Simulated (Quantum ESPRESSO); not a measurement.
# MgS (F-43m) in Quantum ESPRESSO: reference runs

How does MgS come out in PBEsol? The cell is run as given and disturbed.

Everything below comes from runs of Quantum ESPRESSO 7.5. Logs are shortened: lines on timing, memory, paths and dates and some standing lists are left out, and cuts for length are marked.

**1. Starting point**

It takes space group F-43m (No. 216, cubic). The conventional cell has a = 5.666 Å, b = 5.666 Å, c = 5.666 Å, α = 90.00°, β = 90.00°, γ = 90.00°. S (site symmetry -43m) is surrounded by 4 Mg at 2.45 Å. Mg (site symmetry -43m) has 4 S at 2.45 Å as nearest neighbours.

The cell comes from a database or a generator and needn't be the stable form of this composition.

**2. Single point, PBEsol**

Input file pw.in:

```
&CONTROL
  calculation = 'scf'
  prefix = 'pwscf'
  outdir = './tmp'
  pseudo_dir = './pseudo'
  tprnfor = .true.
  tstress = .true.
  disk_io = 'low'
/
&SYSTEM
  ibrav = 0
  nat = 2
  ntyp = 2
  ecutwfc = 45
  ecutrho = 360
  nbnd = 14
  occupations = 'smearing'
  smearing = 'fd'
  degauss = 0.00367493
/
&ELECTRONS
  conv_thr = 4d-10
  electron_maxstep = 120
  mixing_beta = 0.5
/
ATOMIC_SPECIES
S     32.0600 s_pbesol_v1.4.uspp.F.UPF
Mg    24.3050 mg_pbesol_v1.4.uspp.F.UPF
CELL_PARAMETERS angstrom
   0.0000000000    2.8331200468    2.8331200468
   2.8331200468    0.0000000000    2.8331200468
   2.8331200468    2.8331200468    0.0000000000
ATOMIC_POSITIONS crystal
S      0.2500000000    0.2500000000    0.2500000000
Mg     0.0000000000    0.0000000000    0.0000000000
K_POINTS automatic
8 8 8 0 0 0
```

Input file pp_density.in:

```
&INPUTPP
  prefix = 'pwscf'
  outdir = './tmp'
  filplot = 'density.dat'
  plot_num = 0
/
&PLOT
  nfile = 1
  filepp(1) = 'density.dat'
  iflag = 3
  output_format = 6
  fileout = 'density.cube'
/
```

Input file pp_potential.in:

```
&INPUTPP
  prefix = 'pwscf'
  outdir = './tmp'
  filplot = 'potential.dat'
  plot_num = 11
/
&PLOT
  nfile = 1
  filepp(1) = 'potential.dat'
  iflag = 3
  output_format = 6
  fileout = 'potential.cube'
/
```

Potentials or basis: GBRV 1.5 PBEsol.

Started as:

```sh
> OMP_NUM_THREADS=1 mpirun -n 2 pw.x -nk 2 -in pw.in > pw.out
> OMP_NUM_THREADS=1 mpirun -n 1 pp.x -in pp_density.in > pp_density.out
> OMP_NUM_THREADS=1 mpirun -n 1 pp.x -in pp_potential.in > pp_potential.out
```

pw.out:

```text
This program is part of the open-source Quantum ESPRESSO suite
     for quantum simulation of materials; please cite
         "P. Giannozzi et al., J. Phys.:Condens. Matter 21 395502 (2009);
         "P. Giannozzi et al., J. Phys.:Condens. Matter 29 465901 (2017);
         "P. Giannozzi et al., J. Chem. Phys. 152 154105 (2020);
     in publications or presentations arising from this work. More details at

     Message from routine setup:
     using ibrav=0 with symmetry is DISCOURAGED, use correct ibrav instead

     K-points division:     npool     =       2
     Subspace diagonalization in iterative solution of the eigenvalue problem:
     a serial algorithm will be used

     G-vector sticks info
     --------------------
     sticks:   dense  smooth     PW     G-vecs:    dense   smooth      PW
     Sum        1417     703    211                35557    12387    2109

     Using Slab Decomposition

     bravais-lattice index     =            0
     lattice parameter (alat)  =       7.5714  a.u.
     unit-cell volume          =     306.9174 (a.u.)^3
     number of atoms/cell      =            2
     number of atomic types    =            2
     number of electrons       =        16.00
     number of Kohn-Sham states=           14
     kinetic-energy cutoff     =      45.0000  Ry
     charge density cutoff     =     360.0000  Ry
     scf convergence threshold =      4.0E-10
     mixing beta               =       0.5000
     number of iterations used =            8  plain     mixing
     Exchange-correlation= SLA  PW   PSX  PSC
                           (   1   4  10   8   0   0   0)

     celldm(1)=   7.571446  celldm(2)=   0.000000  celldm(3)=   0.000000
     celldm(4)=   0.000000  celldm(5)=   0.000000  celldm(6)=   0.000000

     crystal axes: (cart. coord. in units of alat)
               a(1) = (   0.000000   0.707107   0.707107 )
               a(2) = (   0.707107   0.000000   0.707107 )
               a(3) = (   0.707107   0.707107   0.000000 )

     reciprocal axes: (cart. coord. in units 2 pi/alat)
               b(1) = ( -0.707107  0.707107  0.707107 )
               b(2) = (  0.707107 -0.707107  0.707107 )
               b(3) = (  0.707107  0.707107 -0.707107 )

     PseudoPot. # 1 for S  read from file:
     s_pbesol_v1.4.uspp.F.UPF
     Pseudo is Ultrasoft + core correction, Zval =  6.0
     Generated by new atomic code, or converted to UPF format
     Using radial grid of  907 points,  6 beta functions with:
                l(1) =   0
                l(2) =   0
                l(3) =   1
                l(4) =   1
                l(5) =   2
                l(6) =   2
     Q(r) pseudized with  8 coefficients,  rinner =    1.300   1.300   1.300
                                                       1.300   1.300

     PseudoPot. # 2 for Mg read from file:
     mg_pbesol_v1.4.uspp.F.UPF
     Pseudo is Ultrasoft, Zval = 10.0
     Generated by new atomic code, or converted to UPF format
     Using radial grid of  821 points,  7 beta functions with:
                l(1) =   0
                l(2) =   0
                l(3) =   0
                l(4) =   1
                l(5) =   1
                l(6) =   2
                l(7) =   2
     Q(r) pseudized with  8 coefficients,  rinner =    1.200   1.200   1.200
                                                       1.200   1.200

     atomic species   valence    mass     pseudopotential
     S                 6.00    32.06000     S ( 1.00)
     Mg               10.00    24.30500     Mg( 1.00)

     24 Sym. Ops. (no inversion) found

   Cartesian axes

     site n.     atom                  positions (alat units)
         1        S      tau(   1) = (   0.3535534   0.3535534   0.3535534  )
         2        Mg     tau(   2) = (   0.0000000   0.0000000   0.0000000  )

     number of k points=    29  Fermi-Dirac smearing, width (Ry)=  0.0037
                       cart. coord. in units 2pi/alat
        k(    1) = (   0.0000000   0.0000000   0.0000000), wk =   0.0039062
        k(    2) = (   0.0883883   0.0883883  -0.0883883), wk =   0.0312500
        k(    3) = (   0.1767767   0.1767767  -0.1767767), wk =   0.0312500
        k(    4) = (   0.2651650   0.2651650  -0.2651650), wk =   0.0312500
        k(    5) = (  -0.3535534  -0.3535534   0.3535534), wk =   0.0156250
        k(    6) = (   0.1767767   0.0000000   0.0000000), wk =   0.0234375
[... 21 lines left out ...]
        k(   28) = (  -0.7071068   0.1767767  -0.0000000), wk =   0.0468750
        k(   29) = (  -0.7071068   0.3535534   0.0000000), wk =   0.0234375

     Dense  grid:    35557 G-vectors     FFT dimensions: (  45,  45,  45)

     Smooth grid:    12387 G-vectors     FFT dimensions: (  36,  36,  36)

     Initial potential from superposition of free atoms

     starting charge      15.6997, renormalised to      16.0000
     Starting wfcs are    9 randomized atomic wfcs +    5 random wfcs

     Self-consistent Calculation

     iteration #  1     ecut=    45.00 Ry     beta= 0.50
     Davidson diagonalization with overlap
     ethr =  1.00E-02,  avg # of iterations =  7.6

     total energy              =    -149.30253567 Ry
     estimated scf accuracy    <       0.17267391 Ry

     iteration #  2     ecut=    45.00 Ry     beta= 0.50
     Davidson diagonalization with overlap
     ethr =  1.08E-03,  avg # of iterations =  2.2

     total energy              =    -149.33436537 Ry
     estimated scf accuracy    <       0.00938302 Ry

     iteration #  3     ecut=    45.00 Ry     beta= 0.50
     Davidson diagonalization with overlap
     ethr =  5.86E-05,  avg # of iterations =  4.7
[... 29 lines left out ...]
     total energy              =    -149.33469978 Ry
     estimated scf accuracy    <       0.00000002 Ry

     iteration #  8     ecut=    45.00 Ry     beta= 0.50
     Davidson diagonalization with overlap
     ethr =  1.24E-10,  avg # of iterations =  2.0

     total energy              =    -149.33469978 Ry
     estimated scf accuracy    <          1.1E-09 Ry

     iteration #  9     ecut=    45.00 Ry     beta= 0.50
     Davidson diagonalization with overlap
     ethr =  7.03E-12,  avg # of iterations =  2.5

     End of self-consistent calculation

          k = 0.0000 0.0000 0.0000 (  1471 PWs)   bands (ev):

   -70.5194 -37.4829 -37.4829 -37.4829  -8.3340   2.9261   2.9261   2.9261
     6.2091  10.7649  10.7649  10.7649  13.6293  13.6293

          k = 0.0884 0.0884-0.0884 (  1534 PWs)   bands (ev):

   -70.5194 -37.4834 -37.4830 -37.4830  -8.2453   2.2271   2.8725   2.8725
     6.8838  10.5717  10.9419  10.9419  13.1666  13.1666

          k = 0.1768 0.1768-0.1768 (  1558 PWs)   bands (ev):

   -70.5194 -37.4843 -37.4832 -37.4832  -8.0155   1.0421   2.7515   2.7515
     7.7487  10.5866  10.9735  10.9735  13.2163  13.2163

          k = 0.2652 0.2652-0.2652 (  1570 PWs)   bands (ev):

   -70.5194 -37.4853 -37.4833 -37.4833  -7.7582   0.1100   2.6409   2.6409
     7.9350  10.6132  10.6132  11.1143  14.5032  14.9811

          k =-0.3536-0.3536 0.3536 (  1538 PWs)   bands (ev):

   -70.5194 -37.4856 -37.4834 -37.4834  -7.6415  -0.2434   2.5976   2.5976
     7.9074  10.4419  10.4419  11.3380  15.6213  15.9222

          k = 0.1768 0.0000 0.0000 (  1547 PWs)   bands (ev):

   -70.5194 -37.4834 -37.4831 -37.4831  -8.2158   2.2265   2.7433   2.7433
     7.1095  10.2198  11.1864  11.1864  12.1979  13.8895

          k = 0.2652 0.0884-0.0884 (  1552 PWs)   bands (ev):

   -70.5194 -37.4841 -37.4833 -37.4832  -8.0328   1.3458   2.5764   2.6126
     7.9129   9.9623  10.9088  11.4838  12.3025  14.0583

          k = 0.3536 0.1768-0.1768 (  1575 PWs)   bands (ev):

   -70.5194 -37.4850 -37.4835 -37.4835  -7.7815   0.4223   2.4054   2.4701
     8.3127   9.9582  10.8103  11.2348  13.5341  15.0726

          k =-0.2652-0.4419 0.4419 (  1557 PWs)   bands (ev):

   -70.5194 -37.4854 -37.4836 -37.4835  -7.6119  -0.0848   2.2065   2.4754
     8.3944   9.6563  10.8897  11.6569  14.6449  15.9523

          k =-0.1768-0.3536 0.3536 (  1565 PWs)   bands (ev):

   -70.5194 -37.4853 -37.4837 -37.4834  -7.6508   0.0283   2.1274   2.5873
     8.4907   9.7541  10.8223  11.5165  14.1576  15.5805

          k =-0.0884-0.2652 0.2652 (  1566 PWs)   bands (ev):

   -70.5194 -37.4847 -37.4836 -37.4832  -7.8670   0.7006   2.2272   2.7512
     8.4056  10.2129  10.7275  11.0880  12.6170  14.8623

          k = 0.0000-0.1768 0.1768 (  1552 PWs)   bands (ev):

   -70.5194 -37.4838 -37.4833 -37.4831  -8.1091   1.6013   2.5267   2.8746
     7.6501  10.3028  11.0270  11.1579  12.2675  13.6360

          k = 0.3536 0.0000 0.0000 (  1587 PWs)   bands (ev):

   -70.5194 -37.4843 -37.4835 -37.4835  -7.9107   1.1519   2.3521   2.3521
     7.9298   9.3366  11.1907  12.2876  12.2876  14.6532

          k = 0.4419 0.0884-0.0884 (  1571 PWs)   bands (ev):

   -70.5194 -37.4849 -37.4837 -37.4837  -7.7068   0.6056   2.0532   2.2078
     7.8505   9.3093  11.1692  12.4934  13.5455  15.5450

          k =-0.1768-0.5303 0.5303 (  1572 PWs)   bands (ev):

   -70.5194 -37.4853 -37.4841 -37.4837  -7.5363   0.2475   1.5910   2.2090
     7.9840   9.7916  11.3073  12.1057  14.4044  16.1022

          k =-0.0884-0.4419 0.4419 (  1564 PWs)   bands (ev):

   -70.5194 -37.4852 -37.4843 -37.4836  -7.5159   0.2622   1.2886   2.3542
     8.4235   9.9357  11.5705  11.7593  14.2085  14.3439

          k = 0.0000-0.3536 0.3536 (  1564 PWs)   bands (ev):

   -70.5194 -37.4849 -37.4841 -37.4834  -7.6601   0.4699   1.5123   2.5771
     9.1757   9.5951  10.7755  11.5238  12.8092  16.0373

          k = 0.5303-0.0000 0.0000 (  1576 PWs)   bands (ev):

   -70.5194 -37.4852 -37.4839 -37.4839  -7.5713   0.3702   2.0130   2.0130
     7.0966   8.7004  12.7016  13.7978  13.7978  15.8221

          k =-0.0884-0.6187 0.6187 (  1579 PWs)   bands (ev):

   -70.5194 -37.4854 -37.4841 -37.4839  -7.4542   0.2233   1.6339   1.9742
     7.0792   8.8942  12.8681  13.7918  14.6302  16.3958

          k = 0.0000-0.5303 0.5303 (  1568 PWs)   bands (ev):

   -70.5194 -37.4852 -37.4844 -37.4838  -7.4316   0.4184   1.0219   2.1062
     7.6023   9.7854  12.3686  12.9571  13.7481  14.9154

          k =-0.7071 0.0000 0.0000 (  1588 PWs)   bands (ev):

   -70.5194 -37.4856 -37.4840 -37.4840  -7.4181   0.0838   1.8843   1.8843
     6.6391   8.4570  13.9263  15.0754  15.0754  16.6087

          k = 0.3536 0.1768 0.0000 (  1558 PWs)   bands (ev):

   -70.5194 -37.4846 -37.4837 -37.4834  -7.8376   0.8355   2.0722   2.5457
     8.4807   9.7634  10.3802  12.0151  12.5173  15.1544

          k =-0.2652-0.4419 0.6187 (  1563 PWs)   bands (ev):

   -70.5194 -37.4851 -37.4840 -37.4835  -7.6242   0.3321   1.7183   2.3678
     8.7599   9.5733  10.7015  11.8526  13.6465  16.2645

          k =-0.1768-0.3536 0.5303 (  1556 PWs)   bands (ev):

   -70.5194 -37.4853 -37.4840 -37.4836  -7.5293   0.1149   1.6125   2.2722
     8.8415   9.2843  11.5417  11.6525  14.1838  15.5914

          k =-0.1768-0.5303 0.7071 (  1577 PWs)   bands (ev):

   -70.5194 -37.4852 -37.4841 -37.4838  -7.5434   0.3860   1.6883   2.0012
     7.7504   9.3648  11.3029  13.3067  13.9374  16.5527

          k =-0.0884-0.4419 0.6187 (  1574 PWs)   bands (ev):

   -70.5194 -37.4852 -37.4844 -37.4838  -7.4469   0.4134   1.1975   1.9131
     8.0655   9.9855  11.2490  12.4983  14.3282  15.9542

          k = 0.0000-0.3536 0.5303 (  1564 PWs)   bands (ev):

   -70.5194 -37.4850 -37.4845 -37.4837  -7.4824   0.4736   1.0831   2.0972
     8.5437  10.0574  10.9189  12.2311  14.1019  14.8445

          k =-0.7071 0.1768-0.0000 (  1580 PWs)   bands (ev):

   -70.5194 -37.4854 -37.4842 -37.4840  -7.4137   0.2654   1.5500   1.7217
     7.3236   9.1675  12.8263  12.9683  15.2276  16.5838

          k =-0.7071 0.3536 0.0000 (  1564 PWs)   bands (ev):

   -70.5193 -37.4851 -37.4845 -37.4840  -7.4093   0.6115   1.0655   1.5776
     8.3047  10.7709  10.9641  11.3248  15.4225  16.5251

     the Fermi energy is     4.7157 ev

!    total energy              =    -149.33469978 Ry
     estimated scf accuracy    <          4.4E-11 Ry
     smearing contrib. (-TS)   =      -0.00000000 Ry
     internal energy E=F+TS    =    -149.33469978 Ry

     The total energy is F=E-TS. E is the sum of the following terms:
     one-electron contribution =    -114.77347319 Ry
     hartree contribution      =      57.71214357 Ry
     xc contribution           =     -25.05282217 Ry
     ewald contribution        =     -67.22054799 Ry

     convergence has been achieved in   9 iterations

     Forces acting on atoms (cartesian axes, Ry/au):

     atom    1 type  1   force =     0.00000000    0.00000000   -0.00000000
     atom    2 type  2   force =     0.00000000    0.00000000    0.00000000

     Total force =     0.000000     Total SCF correction =     0.000000

     Computing stress (Cartesian axis) and pressure

          total   stress  (Ry/bohr**3)                   (kbar)     P=       -5.37
  -0.00003653   0.00000000  -0.00000000           -5.37        0.00       -0.00
  -0.00000000  -0.00003653  -0.00000000           -0.00       -5.37       -0.00
  -0.00000000  -0.00000000  -0.00003653           -0.00       -0.00       -5.37

=------------------------------------------------------------------------------=
   JOB DONE.
=------------------------------------------------------------------------------=
```

It took 22 s on 2 MPI ranks of Intel Xeon Platinum 8175M at 2.50GHz (Skylake/Cascade Lake), shared host; peak memory 0.26 GiB.

What came out:

```
Free energy            : -2031.8021 eV
Pressure               : -0.5 GPa
Band gap on the k mesh : 3.28 eV, direct
```

Levels at points of the mesh, in eV from the valence-band top:
| k point | band 4 | band 5 | band 6 | band 7 | band 8 | band 9 | band 10 | band 11 | band 12 | band 13 |
| --- | --- | --- | --- | --- | --- | --- | --- | --- | --- | --- |
| (0.00, 0.00, 0.00) | -40.41 | -11.26 | 0.00 | 0.00 | 0.00 | 3.28 | 7.84 | 7.84 | 7.84 | 10.70 |
| (0.00, 0.00, -0.50) | -40.41 | -10.57 | -3.17 | -0.33 | -0.33 | 4.98 | 7.52 | 7.52 | 8.41 | 12.70 |
| (0.00, -0.50, -0.50) | -40.41 | -10.34 | -2.84 | -1.04 | -1.04 | 3.71 | 5.53 | 11.00 | 12.15 | 12.15 |

(Part 1 of 2 ends here.)
